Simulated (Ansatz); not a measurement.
Below is a relaxed structure of SiC. The cell was found from a structure generator's guess, not taken from experiment.

These are results of Ansatz 0.2.0, DFT PBE, scalar-relativistic, plane waves, PAW, not measurements. Cutoff 420 eV, Γ-centred mesh, Gaussian smearing, no spin polarisation.

```cif
data_structure
_symmetry_space_group_name_H-M 'P 1'
_symmetry_Int_Tables_number 1
_cell_length_a 5.3366
_cell_length_b 5.3366
_cell_length_c 2.9329
_cell_angle_alpha 90.000
_cell_angle_beta 90.000
_cell_angle_gamma 90.000
_cell_volume 83.53
loop_
_atom_site_label
_atom_site_type_symbol
_atom_site_fract_x
_atom_site_fract_y
_atom_site_fract_z
_atom_site_occupancy
Si1 Si 0.67179 0.67179 0.50000 1
Si2 Si 0.17179 0.82821 0.25000 1
Si3 Si 0.32821 0.32821 0.00000 1
Si4 Si 0.82821 0.17179 0.75000 1
C1 C 0.82947 0.82947 0.00000 1
C2 C 0.32947 0.67053 0.75000 1
C3 C 0.17053 0.17053 0.50000 1
C4 C 0.67053 0.32947 0.25000 1
```

Formation energies are uncorrected and refer to the elements' standard structures at the same level.

Task: Find its symmetry and describe it.

Result: P4_12_12 (No. 92). Conventional cell: a = 5.337 Å, c = 2.933 Å. Si is surrounded by 4 C at 1.89–1.97 Å; C is surrounded by 4 Si at 1.89–1.97 Å.

Task: How far does it lie from the elements in energy?

Result: +0.359 eV/atom. A positive value: parting into the elements would lower its energy.

Task: Is it a metal?

Result: No, the gap on the 8×8×12 mesh is 0.49 eV.

Task: From what recipe could a structure generator have reached it?

Result: One such recipe: 4-connected net, two elements alternating (P4_12_12, No. 92). Other recipes can lead to the same cell.

The last run used an 8×8×12 mesh (in the run's order of axes) for its 8-atom cell and Gaussian smearing of 0.02 eV. Kohn–Sham gaps at this level usually fall short of measured ones. The reference form of C is held partly by dispersion forces, which this level lacks. A structure relaxed within its symmetry needn't be a true minimum.
